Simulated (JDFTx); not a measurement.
Input of a JDFTx 1.7.0 (patched build) run:

Contents of bands.in:

```
include TiO2.lattice
coords-type Lattice
include TiO2.ionpos

ion-species pseudo/Ti.upf
ion-species pseudo/O.upf
elec-cutoff 42 336
elec-ex-corr gga-x-b88 gga-c-lyp
elec-smearing Fermi 0.0018374661
elec-n-bands 32
electronic-minimize nIterations 30 energyDiffThreshold 1e-06
davidson-band-ratio 1.3
forces-output-coords Cartesian
include path.kpoints
symmetries none
fix-electron-density run.$VAR

dump-name bands.$VAR
dump End Ecomponents EigStats BandEigs Kpoints Forces
```

TiO2.lattice

```
lattice \
    8.6924327600     0.0000000000     0.0000000000 \
    0.0000000000     8.6924327600     0.0000000000 \
    0.0000000000     0.0000000000     5.5921031727
```

Contents of TiO2.ionpos:

```
ion Ti     0.0000000000     0.0000000000     0.5000000000 1
ion Ti     0.5000000000     0.5000000000     0.0000000000 1
ion O      0.3043213200     0.3043213200     0.5000000000 1
ion O      0.1956786800     0.8043213200     0.0000000000 1
ion O      0.8043213200     0.1956786800     0.0000000000 1
ion O      0.6956786800     0.6956786800     0.5000000000 1
```

File path.kpoints:

```
kpoint +0.0000000000 +0.0000000000 +0.0000000000 0.020000000000
kpoint +0.0000000000 +0.1666666667 +0.0000000000 0.020000000000
kpoint +0.0000000000 +0.3333333333 +0.0000000000 0.020000000000
kpoint +0.0000000000 +0.5000000000 +0.0000000000 0.020000000000
kpoint +0.1666666667 +0.5000000000 +0.0000000000 0.020000000000
kpoint +0.3333333333 +0.5000000000 +0.0000000000 0.020000000000
kpoint +0.5000000000 +0.5000000000 +0.0000000000 0.020000000000
kpoint +0.4166666667 +0.4166666667 +0.0000000000 0.020000000000
kpoint +0.3333333333 +0.3333333333 +0.0000000000 0.020000000000
kpoint +0.2500000000 +0.2500000000 +0.0000000000 0.020000000000
kpoint +0.1666666667 +0.1666666667 +0.0000000000 0.020000000000
kpoint +0.0833333333 +0.0833333333 +0.0000000000 0.020000000000
kpoint +0.0000000000 +0.0000000000 +0.0000000000 0.020000000000
kpoint +0.0000000000 +0.0000000000 +0.0833333333 0.020000000000
kpoint +0.0000000000 +0.0000000000 +0.1666666667 0.020000000000
kpoint +0.0000000000 +0.0000000000 +0.2500000000 0.020000000000
kpoint +0.0000000000 +0.0000000000 +0.3333333333 0.020000000000
kpoint +0.0000000000 +0.0000000000 +0.4166666667 0.020000000000
kpoint +0.0000000000 +0.0000000000 +0.5000000000 0.020000000000
kpoint +0.0000000000 +0.1250000000 +0.5000000000 0.020000000000
kpoint +0.0000000000 +0.2500000000 +0.5000000000 0.020000000000
kpoint +0.0000000000 +0.3750000000 +0.5000000000 0.020000000000
kpoint +0.0000000000 +0.5000000000 +0.5000000000 0.020000000000
kpoint +0.1250000000 +0.5000000000 +0.5000000000 0.020000000000
kpoint +0.2500000000 +0.5000000000 +0.5000000000 0.020000000000
kpoint +0.3750000000 +0.5000000000 +0.5000000000 0.020000000000
kpoint +0.5000000000 +0.5000000000 +0.5000000000 0.020000000000
kpoint +0.4285714286 +0.4285714286 +0.5000000000 0.020000000000
kpoint +0.3571428571 +0.3571428571 +0.5000000000 0.020000000000
kpoint +0.2857142857 +0.2857142857 +0.5000000000 0.020000000000
kpoint +0.2142857143 +0.2142857143 +0.5000000000 0.020000000000
kpoint +0.1428571429 +0.1428571429 +0.5000000000 0.020000000000
kpoint +0.0714285714 +0.0714285714 +0.5000000000 0.020000000000
kpoint +0.0000000000 +0.0000000000 +0.5000000000 0.020000000000
kpoint +0.0000000000 +0.5000000000 +0.0000000000 0.020000000000
kpoint +0.0000000000 +0.5000000000 +0.0714285714 0.020000000000
kpoint +0.0000000000 +0.5000000000 +0.1428571429 0.020000000000
kpoint +0.0000000000 +0.5000000000 +0.2142857143 0.020000000000
kpoint +0.0000000000 +0.5000000000 +0.2857142857 0.020000000000
kpoint +0.0000000000 +0.5000000000 +0.3571428571 0.020000000000
kpoint +0.0000000000 +0.5000000000 +0.4285714286 0.020000000000
kpoint +0.0000000000 +0.5000000000 +0.5000000000 0.020000000000
kpoint +0.5000000000 +0.5000000000 +0.0000000000 0.020000000000
kpoint +0.5000000000 +0.5000000000 +0.0714285714 0.020000000000
kpoint +0.5000000000 +0.5000000000 +0.1428571429 0.020000000000
kpoint +0.5000000000 +0.5000000000 +0.2142857143 0.020000000000
kpoint +0.5000000000 +0.5000000000 +0.2857142857 0.020000000000
kpoint +0.5000000000 +0.5000000000 +0.3571428571 0.020000000000
kpoint +0.5000000000 +0.5000000000 +0.4285714286 0.020000000000
kpoint +0.5000000000 +0.5000000000 +0.5000000000 0.020000000000
```

Potentials or basis: PseudoDojo-SR-PBE-0.5-standard.

The run is started by

```bash
$ jdftx -c 1 -i bands.in -o bands.out
```

(1) What does it give for the band gap along the path?

Results:

(1) 1.90 eV, direct.

**The experiment to reproduce.**

From “Shallow Valence Band of Rutile GeO2 and P-type Doping”, 2020, arxiv:2011.08928, for a bulk crystal of TiO2 at 1.6 K: band gap 3.03 eV (direct).

A measured gap of TiO2 is 3.03 eV (direct; 1.6 K; quoted in “Shallow Valence Band of Rutile GeO2 and P-type Doping”, 2020, arxiv:2011.08928); the calculated 1.90 eV misses it by -1.13 eV. 2 values of this kind are on record in papers (3.03 to 3.05 eV); this one was drawn at random among those near their median. The value is that of BLYP, without temperature or zero-point motion. Semilocal functionals fall short of measured gaps as a rule. The cell is a database's relaxed one, not the measured one, which moves gaps too.
